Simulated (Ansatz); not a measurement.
## Bi under changes of volume

One of the cells (35.070 Å³/atom); the others are scaled copies at fixed shape and fractional positions:

```
Bi
1.0
     2.26750    1.30914    3.93800
    -2.26750    1.30914    3.93800
     0.00000   -2.61828    3.93800
Bi
2
Direct
  0.76600 0.76600 0.76600
  0.23400 0.23400 0.23400
```

| Item | Value |
| --- | --- |
| Program | Ansatz 0.2.0 |
| Functional | PBE |
| Potentials or basis | Ansatz PAW |
| Cutoff | 420 eV (not typed: the program's choice for these potentials) |
| k mesh | 7 × 7 × 7 |
| Occupations | fermi-dirac, width 0.05 eV |
| Spin | no spin polarisation |

```tsv
volume (Å³/atom)	energy over the lowest point (meV/atom)	pressure (GPa)	gap on the mesh (eV)	largest force (eV/Å)
32.965	60.52	5.9	0.30	0.510
33.667	?	?	?	?
34.368	21.29	3.2	0.27	0.296
35.070	9.73	2.1	0.26	0.200
35.771	2.79	1.1	0.25	0.109
36.472	0.00	0.2	0.25	0.025
37.174	0.94	-0.6	0.24	0.054
```

**Question.** What does the run at 33.667 Å³/atom give?

**Answer.** Energy over the lowest point 38.02 meV/atom; pressure 4.5 GPa; gap on the mesh 0.28 eV; largest force 0.400 eV/Å.

Worked out: A Birch-Murnaghan fit of order 3 (a polynomial in V^(-2/3)) to the other rows has its minimum at 36.64 Å³/atom with B0 = V·E''(V) = 43 GPa and B' = 4.7 at fixed shape and positions, which overstates the stiffness. It gives 38.01 meV/atom at 33.667 Å³/atom, against the run's 38.02, and -dE/dV = 4.5 GPa, against 4.5. A straight line through the other rows of the gap, of slope -0.48 eV per unit of ln V, gives 0.28 eV, against the run's 0.28.

Energies are extrapolated to zero smearing.

Caveats: odd divisions of the mesh miss points on the zone boundary, where band edges often lie, so the gap on the mesh can be too wide; spin-orbit coupling is left out, which as a rule narrows the gap of such compounds by several tenths of an eV.

A mesh can miss the band edges.
